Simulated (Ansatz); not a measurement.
# PbS under changes of volume

One of the cells (24.387 Å³/atom); the others are scaled copies at fixed shape and fractional positions:

```
CELL_PARAMETERS angstrom
3.65366 0.00000 0.00000
0.00000 3.65366 0.00000
0.00000 0.00000 3.65366
ATOMIC_POSITIONS crystal
Pb 0.00000 0.00000 0.00000
S 0.50000 0.50000 0.50000
```

Measurements of this composition are mostly on another form, of space group No. 225.

```yaml
Program: Ansatz 0.2.0
Functional: HSE06
Potentials_or_basis: Ansatz PAW
Cutoff: "420 eV (not typed: the program's choice for these potentials)"
k_mesh: 4 × 4 × 4
Occupations: fermi-dirac, width 0.05 eV
Spin: no spin polarisation
```

| volume (Å³/atom) | energy over the lowest point (meV/atom) | pressure (GPa) |
| --- | --- | --- |
| 22.924 | ? | ? |
| 23.411 | 0.00 | 0.0 |
| 23.899 | 2.31 | -1.2 |
| 24.387 | 8.05 | -2.1 |
| 24.874 | 15.51 | -2.6 |
| 25.362 | 23.74 | -3.2 |
| 25.850 | 34.00 | -3.9 |

Q: What does the run at 22.924 Å³/atom give?

A: Energy over the lowest point 1.88 meV/atom; pressure 1.4 GPa.

Worked out: A Birch-Murnaghan fit of order 3 (a polynomial in V^(-2/3)) to the other rows has its minimum at 23.27 Å³/atom, just outside them, with B0 = V·E''(V) = 59 GPa (rough, since the energies scatter). It gives 0.77 meV/atom at 22.924 Å³/atom, against the run's 1.88, and -dE/dV = 1.0 GPa, against 1.4.

Energies are extrapolated to zero smearing.

Caveats: all runs use coarse meshes; the PAW data sets come from PBE, with cores solved anew for the run's functional, which leaves a small shift of forces and pressure; the thresholds are loose for stress.
